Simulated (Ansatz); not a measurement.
Runs of Ansatz 0.2.0 on BAs. Symmetry: F-43m, No. 216, cubic system. Conventional cell: a = 4.777 Å, b = 4.777 Å, c = 4.777 Å, α = 90.00°, β = 90.00°, γ = 90.00°. As (site symmetry -43m) has 4 B at 2.07 Å as nearest neighbours. B (site symmetry -43m) has 4 As at 2.07 Å as nearest neighbours. 

```tsv
task	level	potentials or basis	cell	cutoff (eV)	smearing	basis error allowed	gap on the mesh (eV)	pressure (GPa)	relaxed volume (Å³/atom)
band structure	revPBE	all-electron LAPW, scalar-relativistic	as given	314	fermi-dirac 0.05 eV	0.001 eV/atom	1.21	4.7	-
relaxation of cell and atoms	revPBE	all-electron LAPW, scalar-relativistic	relaxed	-	fermi-dirac 0.05 eV	0.001 eV/atom	1.25	0.0	(b)
relaxation of cell and atoms	PBEsol+D3(BJ)	all-electron LAPW, scalar-relativistic	relaxed	-	fermi-dirac 0.05 eV	0.001 eV/atom	1.06	0.0	(a)
Born charges and dielectric tensor	PBEsol	all-electron PAW datasets made for the crystal	as given	290	fixed	-	1.09	-	-
relaxation of cell and atoms	PBEsol+D4	all-electron LAPW, scalar-relativistic	relaxed	-	fermi-dirac 0.05 eV	0.001 eV/atom	1.06	0.0	13.30
```

Alike in all rows: no spin polarisation; k mesh 10 × 10 × 10.

Fill in the values left out.

(a) 13.23; (b) 14.11.

Caveats: the program warned that the printed levels may be off, so bands, gaps and densities of states are rough (some runs).

A k mesh can miss the band edges, and the runs leave out spin-orbit coupling on As.

The runs don't all hold the same shells in valence.

Runs at the PBE level aren't shown here.
